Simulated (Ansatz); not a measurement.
## Ge in Ansatz: the effect of functional

Crystal: Ge.

```
Ge
1.0
     1.47807   -2.57728    0.00000
     1.47807    2.57728    0.00000
     0.00000    0.00000    4.69587
Ge
2
Direct
  0.33345 0.66655 0.25000
  0.66655 0.33345 0.75000
```

This isn't the form of Ge at room conditions, which is diamond.

The cell isn't the ideal one: volume scaled by 0.98.

Alike in all runs:

- Program: Ansatz 0.2.0
- Task: single point
- Potentials or basis: Ansatz PAW
- k mesh: 10 × 10 × 6
- Occupations: fermi-dirac, width 0.05 eV
- Spin: no spin polarisation

Problem. One run gave: pressure 3.8 GPa. Which functional did it use?
A. r2SCAN
B. LDA
C. PBEsol

Solution. A.

```tsv
functional	cutoff	pressure (GPa)
LDA	420 eV (not typed: the program's choice for these potentials)	0.4
PBEsol	420 eV (not typed: the program's choice for these potentials)	2.2
r2SCAN	500 eV (not typed: the program's choice for these potentials)	3.8
```

Caveats: the PAW data sets come from PBE, with cores solved anew for the run's functional, which leaves a small shift of forces and pressure.
